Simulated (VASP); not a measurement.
# CdF (Fm-3m) in VASP: density of states with PBE

Aim: the density of states of CdF with PBE.

Program: VASP 6.6.1. These are calculated values, not measurements. Logs are shortened: lines on timing, memory, paths and dates and some standing lists are left out, and cuts for length are marked.

**1. The structure**

Symmetry: Fm-3m, No. 225, cubic system. The conventional cell has a = 4.827 Å, b = 4.827 Å, c = 4.827 Å, α = 90.00°, β = 90.00°, γ = 90.00°. Around Cd (site symmetry m-3m) lie 6 F at 2.41 Å. F (site symmetry m-3m) is surrounded by 6 Cd at 2.41 Å.

The cell was built by a generator and needn't be a form met in nature.

**2. Density of states, PBE**

File POSCAR:

```
CdF
1.0
    0.0000000000      2.4134350000      2.4134350000
    2.4134350000      0.0000000000      2.4134350000
    2.4134350000      2.4134350000      0.0000000000
Cd F
1 1
Direct
    0.0000000000      0.0000000000      0.0000000000
    0.5000000000      0.5000000000      0.5000000000
```

File INCAR.step1:

```
SYSTEM = CdF
PREC = Accurate
ENCUT = 520
EDIFF = 1E-7
ISMEAR = 0
SIGMA = 0.0152
LREAL = .False.
LASPH = .True.
NELM = 80
ALGO = Normal
ISIF = 2
LWAVE = .False.
LCHARG = .True.
GGA = PE
NBANDS = 16
```

File KPOINTS.step1:

```
regular mesh
0
Gamma
  9 9 9
  0 0 0
```

File INCAR.step2:

```
SYSTEM = CdF
PREC = Accurate
ENCUT = 520
EDIFF = 1E-7
ISMEAR = -5
SIGMA = 0.0152
LREAL = .False.
LASPH = .True.
NELM = 80
ALGO = Normal
ISIF = 2
LWAVE = .False.
LCHARG = .False.
GGA = PE
LORBIT = 10
NBANDS = 16
NEDOS = 1001
ICHARG = 11
```

File KPOINTS.step2:

```
regular mesh
0
Gamma
  14 14 14
  0 0 0
```

Potentials or basis: VASP PAW PBE potentials, release 64 (Cd, F).

On the command line:

```console
> cat potpaw_PBE.64/Cd/POTCAR potpaw_PBE.64/F/POTCAR > POTCAR
> cp INCAR.step1 INCAR
> cp KPOINTS.step1 KPOINTS
> mpirun -np 1 vasp_std > vasp.out
> cp INCAR.step2 INCAR
> cp KPOINTS.step2 KPOINTS
> mpirun -np 1 vasp_std > vasp.out
```

OUTCAR:

```text
SYSTEM = CdF
   PREC = Accurate
   ENCUT = 520
   EDIFF = 1E-7
   ISMEAR = -5
   LREAL = .False.
   LASPH = .True.
   NELM = 80
   ISIF = 2
   GGA = PE
   LORBIT = 10
   ICHARG = 11

 ion  position               nearest neighbor table
   1  0.000  0.000  0.000-   2 2.41   2 2.41   2 2.41   2 2.41   2 2.41   2 2.41
   2  0.500  0.500  0.500-   1 2.41   1 2.41   1 2.41   1 2.41   1 2.41   1 2.41

  LATTYP: Found a face centered cubic cell.
 ALAT       =     4.8268700000

  Lattice vectors:

 A1 = (   0.0000000000,   2.4134350000,   2.4134350000)
 A2 = (   2.4134350000,   0.0000000000,   2.4134350000)
 A3 = (   2.4134350000,   2.4134350000,   0.0000000000)

Analysis of symmetry for initial positions (statically):
=====================================================================
 Subroutine PRICEL returns:
 Original cell was already a primitive cell.

 Routine SETGRP: Setting up the symmetry group for a
 face centered cubic supercell.

 Subroutine GETGRP returns: Found 48 space group operations
 (whereof 48 operations were pure point group operations)
 out of a pool of 48 trial point group operations.

The static configuration has the point symmetry O_h .

Analysis of symmetry for dynamics (positions and initial velocities):
=====================================================================
 Subroutine PRICEL returns:
 Original cell was already a primitive cell.

 Routine SETGRP: Setting up the symmetry group for a
 face centered cubic supercell.

 Subroutine GETGRP returns: Found 48 space group operations
 (whereof 48 operations were pure point group operations)
 out of a pool of 48 trial point group operations.

The dynamic configuration has the point symmetry O_h .

 Subroutine INISYM returns: Found 48 space group operations
 (whereof 48 operations are pure point group operations),
 and found     1 'primitive' translations

----------------------------------------------------------------------------------------

                                     Primitive cell

  volume of cell :      28.1149

  direct lattice vectors                    reciprocal lattice vectors
     0.000000000  2.413435000  2.413435000    -0.207173593  0.207173593  0.207173593
     2.413435000  0.000000000  2.413435000     0.207173593 -0.207173593  0.207173593
     2.413435000  2.413435000  0.000000000     0.207173593  0.207173593 -0.207173593

  length of vectors
     3.413112509  3.413112509  3.413112509     0.358835189  0.358835189  0.358835189

  position of ions in fractional coordinates (direct lattice)
     0.000000000  0.000000000  0.000000000
     0.500000000  0.500000000  0.500000000

  ion indices of the primitive-cell ions
   primitive index   ion index
                 1           1
                 2           2

----------------------------------------------------------------------------------------

 KPOINTS: regular mesh

Automatic generation of k-mesh.
 Grid dimensions read from file:
 generate k-points for:   14   14   14

 Generating k-lattice:

  Cartesian coordinates                     Fractional coordinates (reciprocal lattice)
    -0.014798114  0.014798114  0.014798114     0.071428571  0.000000000  0.000000000
     0.014798114 -0.014798114  0.014798114     0.000000000  0.071428571  0.000000000
     0.014798114  0.014798114 -0.014798114     0.000000000  0.000000000  0.071428571

  Length of vectors
     0.025631085  0.025631085  0.025631085

  Shift w.r.t. Gamma in fractional coordinates (k-lattice)
     0.000000000  0.000000000  0.000000000

 TETIRR: Found    389 inequivalent tetrahedra from    16464

 Subroutine IBZKPT returns following result:
 ===========================================

 Found    104 irreducible k-points:

 Following reciprocal coordinates:
            Coordinates               Weight
  0.000000  0.000000  0.000000      1.000000
  0.071429  0.000000  0.000000      8.000000
  0.142857  0.000000  0.000000      8.000000
  0.214286  0.000000  0.000000      8.000000
  0.285714  0.000000  0.000000      8.000000
  0.357143  0.000000  0.000000      8.000000
[... 16 lines left out ...]
  0.214286  0.142857  0.000000     24.000000
  0.285714  0.142857  0.000000     24.000000
 [... further k-points ...]
   k-points           NKPTS =    104   k-points in BZ     NKDIM =    104   number of bands    NBANDS=     16
   number of dos      NEDOS =   1001   number of ions     NIONS =      2
   total plane-waves  NPLWV =  21952
   dimension x,y,z NGX =    28 NGY =   28 NGZ =   28
   dimension x,y,z NGXF=    56 NGYF=   56 NGZF=   56
   ions per type =               1   1
   NGX,Y,Z   is equivalent  to a cutoff of  13.64, 13.64, 13.64 a.u.
   NGXF,Y,Z  is equivalent  to a cutoff of  27.28, 27.28, 27.28 a.u.
 SYSTEM =  CdF
   PREC   = accura    normal or accurate (medium, high low for compatibility)
   ISTART =      0    job   : 0-new  1-cont  2-samecut
   ICHARG =     11    charge: 1-file 2-atom 10-const
   ISPIN  =      1    spin polarized calculation?
   LNONCOLLINEAR =      F non collinear calculations
   LSORBIT =      F    spin-orbit coupling
   LASPH  =      T    aspherical Exc in radial PAW
   ENCUT  =  520.0 eV  38.22 Ry    6.18 a.u.   6.35  6.35  6.35*2*pi/ulx,y,z
   NELM   =     80;   NELMIN=  2; NELMDL=  0     # of ELM steps
   EDIFF  = 0.1E-06   stopping-criterion for ELM
   LREAL  =      F    real-space projection
   EDIFFG = 0.1E-05   stopping-criterion for IOM
   NSW    =      0    number of steps for IOM
   IBRION =     -1    ionic relax: 0-MD 1-quasi-New 2-CG
   NFREE  =      0    steps in history (QN), initial steepest desc. (CG)
   ISIF   =      2    stress and relaxation
   ISYM   =      2    0-nonsym 1-usesym 2-fastsym
   POTIM  = 0.5000    time-step for ionic-motion
   TEBEG  =    0.0;   TEEND  =   0.0 temperature during run
   PSTRESS=    0.0 pullay stress
   NELECT =      19.0000    total number of electrons
   NUPDOWN=      -1.0000    fix difference up-down
   EMIN   =  10.00;   EMAX   =-10.00  energy-range for DOS
   EFERMI =   0.00;   METHOD = LEGACY
   ISMEAR =    -5;   SIGMA  =   0.02  broadening in eV -4-tet -1-fermi 0-gaus
   EFERMI_NEDOS =   21; number of points for ismear=-14 and -15
   IALGO  =     38    algorithm
   IMIX   =      4    mixing-type and parameters
     AMIX     =   0.40;   BMIX     =  1.00
     AMIX_MAG =   1.60;   BMIX_MAG =  1.00
  volume/ion in A,a.u.               =      14.06        94.86
  Fermi-wavevector in a.u.,A,eV,Ry     =   1.436637  2.714851 28.081422  2.063926
  Thomas-Fermi vector in A             =   2.555803
   LORBIT       =     10    0 simple, 1 ext, 2 COOP (PROOUT), +10 PAW based schemes
   GGA     = PE    functional components
   LHFCALC =     F    Hartree Fock is set to
   AEXX    =    0.0000 exact exchange contribution
   IVDW    =     0    specifies the selected vdW correction
   LEPSILON=     F    determine dielectric tensor
   LRPA    =     F    only Hartree local field effects (RPA)
 non-spin polarized calculation
 Fermi weights with tetrahedron method with Bloechl corrections
  energy-cutoff  :      520.00
  volume of cell :       28.11
 maximum number of plane-waves:       769
 NGX is ok and might be reduce to    28

 number of electron      19.0000002 magnetization

 Free energy of the ion-electron system (eV)
  ---------------------------------------------------
  ext. energy  EPLUGINS =         0.00000000
  ---------------------------------------------------
  free energy    TOTEN  =        -4.72295630 eV

  energy without entropy =       -4.72295630  energy(sigma->0) =       -4.72295630

 E-fermi :   4.3900     XC(G=0): -11.2394

 val. band max:        4.3579024100   @ k =   0.5000   0.2143   0.0714
 cond. band min:       4.3862797617   @ k =   0.5000   0.2857   0.0714
 fundamental gap:      0.0283773516
 Fermi energy:         4.3899759121

 k-point     1 :       0.0000    0.0000    0.0000
  band No.  band energies     occupation
      1     -21.4583      2.00000
      2      -5.3030      2.00000
      3      -5.3030      2.00000
      4      -5.3030      2.00000
      5      -5.0620      2.00000
      6      -5.0620      2.00000
[... 8 lines left out ...]
     15      17.9498      0.00000
     16      17.9498      0.00000

 k-point     2 :       0.0714    0.0000    0.0000
  band No.  band energies     occupation
      1     -21.4466      2.00000
      2      -5.3259      2.00000
      3      -5.2965      2.00000
      4      -5.2965      2.00000
      5      -5.1136      2.00000
      6      -5.1136      2.00000
[... 8 lines left out ...]
     15      18.6191      0.00000
     16      18.6191      0.00000

 k-point     3 :       0.1429    0.0000    0.0000
  band No.  band energies     occupation
      1     -21.4153      2.00000
      2      -5.4109      2.00000
      3      -5.3547      2.00000
      4      -5.3547      2.00000
      5      -5.1651      2.00000
      6      -5.1651      2.00000
[... 8 lines left out ...]
     15      19.2182      0.00000
     16      19.2182      0.00000

 k-point     4 :       0.2143    0.0000    0.0000
  band No.  band energies     occupation
      1     -21.3689      2.00000
      2      -5.5842      2.00000
      3      -5.5381      2.00000
      4      -5.5381      2.00000
      5      -5.1081      2.00000
      6      -5.1081      2.00000
[... 8 lines left out ...]
     15      19.7669      0.00000
     16      19.7669      0.00000
[... 324 lines left out ...]
 k-point    22 :       0.1429    0.1429    0.0000
  band No.  band energies     occupation
      1     -21.4043      2.00000
      2      -5.5366      2.00000
      3      -5.3751      2.00000
      4      -5.2590      2.00000
      5      -5.2590      2.00000
      6      -5.0212      2.00000
[... 8 lines left out ...]
     15      20.5234      0.00000
     16      21.6609      0.00000

 k-point    23 :       0.2143    0.1429    0.0000
  band No.  band energies     occupation
      1     -21.3728      2.00000
      2      -5.7023      2.00000
      3      -5.4299      2.00000
      4      -5.2768      2.00000
      5      -5.2211      2.00000
      6      -5.0040      2.00000
[... 8 lines left out ...]
     15      20.8756      0.00000
     16      22.3747      0.00000

 k-point    24 :       0.2857    0.1429    0.0000
  band No.  band energies     occupation
      1     -21.3316      2.00000
      2      -5.8501      2.00000
      3      -5.5395      2.00000
      4      -5.4021      2.00000
      5      -5.1673      2.00000
      6      -4.9522      2.00000
[... 8 lines left out ...]
     15      20.9198      0.00000
     16      22.5473      0.00000

 [... further k-points ...]

------------------------ aborting loop because EDIFF is reached ----------------------------------------

  FORCE on cell =-STRESS in cart. coord.  units (eV):
  Direction    XX          YY          ZZ          XY          YZ          ZX
  --------------------------------------------------------------------------------------
  -------------------------------------------------------------------------------------
  Total        3.6091414      3.6091414      3.6091414      0.0000000      0.0000000      0.0000000
  in kB      205.6731821    205.6731821    205.6731821      0.0000000      0.0000000      0.0000000
  external PRESSURE =     205.6731821 kB  Pullay stress =       0.0000000 kB

 VOLUME and BASIS-vectors are now :
 -----------------------------------------------------------------------------
  energy-cutoff  :      520.00
  volume of cell :       28.11
      direct lattice vectors                 reciprocal lattice vectors
     0.000000000  2.413435000  2.413435000    -0.207173593  0.207173593  0.207173593
     2.413435000  0.000000000  2.413435000     0.207173593 -0.207173593  0.207173593
     2.413435000  2.413435000  0.000000000     0.207173593  0.207173593 -0.207173593

 POSITION                                       TOTAL-FORCE (eV/Angst)
 -----------------------------------------------------------------------------------
      0.00000      0.00000      0.00000         0.000000      0.000000      0.000000
      2.41344      2.41344      2.41344        -0.000000     -0.000000     -0.000000
 -----------------------------------------------------------------------------------
    total drift:                                0.000000      0.000000      0.000000

  FREE ENERGIE OF THE ION-ELECTRON SYSTEM (eV)
  ---------------------------------------------------
  free  energy   TOTEN  =        -4.7229563011 eV

  energy  without entropy=       -4.7229563011  energy(sigma->0) =       -4.72295630

 total charge

# of ion       s       p       d       tot
------------------------------------------
    1        0.454   0.186   9.602  10.241
    2        1.775   4.300   0.000   6.075
--------------------------------------------------
tot          2.229   4.486   9.602  16.316
```

Wall time 33 s (1 thread of Intel Xeon Platinum 8488C (Sapphire Rapids), shared host); peak memory 0.18 GiB.

What came out:

```
Valence electrons inside the program's atomic spheres : Cd 10.24; F 6.08
```

Levels at points of the mesh, in eV from the Fermi level:
```tsv
k point	band 7	band 8	band 9	band 10	band 11	band 12	band 13	band 14
(0.00, 0.00, 0.00)	-6.88	-6.88	-6.88	-5.41	11.49	13.42	13.42	13.42
(0.50, 0.00, 0.00)	-7.86	-5.68	-5.68	0.25	1.42	8.45	8.45	13.61
(0.50, 0.50, 0.00)	-8.55	-7.41	-7.41	0.14	2.94	7.73	8.23	8.23
```

States per cell in windows of 1 eV (zero at the Fermi level; states under -8 eV left out):
| from (eV) | total | F2_p | Cd1_d | Cd1_p | Cd1_s | F2_s | F2_d |
| --- | --- | --- | --- | --- | --- | --- | --- |
| -8.0 | 2.93 | 1.43 | 0.67 | 0.05 | 0.14 | 0.01 | 0.00 |
| -7.0 | 2.45 | 1.54 | 0.43 | 0.04 | 0.01 | 0.00 | 0.00 |
| -6.0 | 0.61 | 0.39 | 0.14 | 0.00 | 0.00 | 0.00 | 0.00 |
| -5.0 | 0.04 | 0.01 | 0.00 | 0.00 | 0.01 | 0.00 | 0.00 |
| -4.0 | 0.10 | 0.02 | 0.00 | 0.00 | 0.02 | 0.01 | 0.00 |
| -3.0 | 0.17 | 0.05 | 0.00 | 0.01 | 0.04 | 0.01 | 0.00 |
| -2.0 | 0.27 | 0.07 | 0.00 | 0.02 | 0.07 | 0.01 | 0.00 |
| -1.0 | 0.42 | 0.10 | 0.01 | 0.03 | 0.12 | 0.01 | 0.00 |
| 0.0 | 0.68 | 0.12 | 0.01 | 0.04 | 0.24 | 0.01 | 0.00 |
| 1.0 | 0.43 | 0.09 | 0.00 | 0.02 | 0.17 | 0.00 | 0.00 |
| 2.0 | 0.35 | 0.05 | 0.01 | 0.07 | 0.05 | 0.01 | 0.00 |
| 3.0 | 0.83 | 0.13 | 0.02 | 0.17 | 0.08 | 0.01 | 0.00 |
| 4.0 | 0.64 | 0.08 | 0.03 | 0.14 | 0.05 | 0.00 | 0.00 |
| 5.0 | 0.66 | 0.06 | 0.04 | 0.16 | 0.04 | 0.00 | 0.00 |
| 6.0 | 0.61 | 0.04 | 0.04 | 0.16 | 0.03 | 0.00 | 0.00 |
| 7.0 | 0.78 | 0.04 | 0.04 | 0.25 | 0.02 | 0.01 | 0.00 |

Caveat: an odd number of electrons without spin polarisation forces a metal; a magnetic or distorted state may lie lower; tetrahedron occupations give inexact forces and stress in metals.
